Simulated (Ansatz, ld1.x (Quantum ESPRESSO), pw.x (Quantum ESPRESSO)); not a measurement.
**lanthanum: does the TM potential hold in the solid?**

| Property | Result |
| --- | --- |
| Element | lanthanum (La) |
| Generator | ld1.x (Quantum ESPRESSO) 7.5 |
| Type | norm-conserving Troullier–Martins (Kleinman–Bylander form) |
| Functional | PBE |
| Relativity | scalar-relativistic |
| Frozen core | [Xe] |
| Valence charge | 3 |
| Reference configuration | 4f0 5d1 6s2 6p0 |
| Partial waves | 6s (bound): rc 3.70 bohr; 6p (bound, empty): rc 2.15 bohr; 5d (bound): rc 2.45 bohr; 4f (bound, empty): rc 1.65 bohr |
| Local potential | the f channel |
| Core correction | none |

Atomic tests: cutoffs needed: 10 Ry and 12 Ry (the cutoffs (Ry, on a coarse ladder) from which the occupation-weighted sum of valence levels, in a spherical-Bessel basis at the reference potential, stays within 10 and 1 mRy of its value at 400 Ry) The cutoffs count occupied waves only; the empty 4f level needs 110 Ry at the loose tolerance.; ghost test: ghost states, extra bound levels that the all-electron valence spectrum of the same l lacks: s at -474.2 eV, p at -339.2 eV, s at -134.6 eV, p at -43.8 eV, d at -10.9 eV and 1 more; a true bound ghost makes a file unfit for plane-wave use (spherical-Bessel basis up to 400 Ry, 20 bohr box); configuration tests: 5 of 7 tests not solved or not reliable.

Crystal test: sc La in pw.x 7.5, no spin, 10³ k-points, Fermi–Dirac smearing 0.01 Ry, cutoffs 35/140 Ry. The reference is all-electron LAPW (Ansatz 0.2.0) with the same functional, mesh and smearing; V0 and B0 come from Birch–Murnaghan fits to the pressures at five volumes. Errors are pseudo minus all-electron; Δ is the rms difference of the E(V) curves that follow from these fits, minima aligned, over ±6 % about the mean V0. Mesh and smearing are coarse, so the numbers serve the comparison and aren't converged zero-temperature values; the lattice is a test structure that the element need not adopt.

```tsv
V (Å³/atom)	P all-electron (GPa)	P pseudo (GPa)
35.159	1.20	-543.70
36.084	0.55	-530.23
37.009	-0.04	-516.06
37.934	-0.56	-502.84
38.859	-1.03	-491.51
```

All-electron: a0 = 3.331 Å (V0 = 36.94 Å³/atom), B0 = 22.3 GPa.

Pseudopotential: converged, but broken (pressure over 100 GPa off). The pressure does not cross zero within the volumes sampled, so no fit is given. The largest radius (3.70 bohr) exceeds half the bond length (3.15 bohr), so the spheres overlap, which is one possible source of error among others. The pseudo pressure rises with volume over the whole range, a mechanical instability. Note: ghost states, extra bound levels that the all-electron valence spectrum of the same l lacks: s at -474.2 eV, p at -339.2 eV, s at -134.6 eV, p at -43.8 eV, d at -10.9 eV and 1 more. A true bound ghost makes a file unfit for plane-wave use. Atomic configuration tests: 5 of 7 tests not solved or not reliable. A pressure error of this size marks a broken potential; the numbers have no physical meaning.

Question: At the middle volume, how do free energy and pressure move when the wave cutoff is lowered (ecutrho kept at four times it)?

Answer:

```
cutoff (Ry)  shift of F (meV/atom)  shift of P (GPa)
         16              +257290.5           -782.40
         21              +144072.8           -588.68
         28               +50417.7           -273.78
```

The run at the middle volume (56 k-points, 8 iterations) took about 3.1 s on one core of a shared host (Neoverse-V2, 96 threads, 742 GiB, load 63).
